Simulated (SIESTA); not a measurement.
The system is GaSb.

```xyz
2
Lattice="0.0000 3.0590 3.0590 3.0590 0.0000 3.0590 3.0590 3.0590 0.0000" Properties=species:S:1:pos:R:3 pbc="T T T"
Sb    4.5885    4.5885    4.5885
Ga    0.0000    0.0000    0.0000
```

Base run:

```yaml
Program: SIESTA 5.4.2
Functional: PBE
Potentials_or_basis: PseudoDojo 0.4 standard (PBE files)
Basis: DZP (energy shift 0.003 Ry; two zetas on semicore shells)
Grid_cutoff: 800 Ry
Energy_shift: 0.003 Ry
k_mesh: 8 × 8 × 8
Occupations: fermi-dirac, width 0.05 eV
Spin: no spin polarisation
```

Its results: band gap on the k mesh 0.14 eV, direct; pressure 2.5 GPa.

Q: The run is repeated on the same cell with these changes: basis from DZP (energy shift 0.003 Ry; two zetas on semicore shells) to SZ (energy shift 0.003 Ry). What comes out?

A: Band gap on the k mesh 0.19 eV, direct; pressure 5.7 GPa.

Caveats: spin-orbit coupling is left out, which moves the levels of the heavy elements; the basis of atomic orbitals isn't converged, which shifts pressures, moduli and gaps; the basis has no polarisation orbitals (some runs).
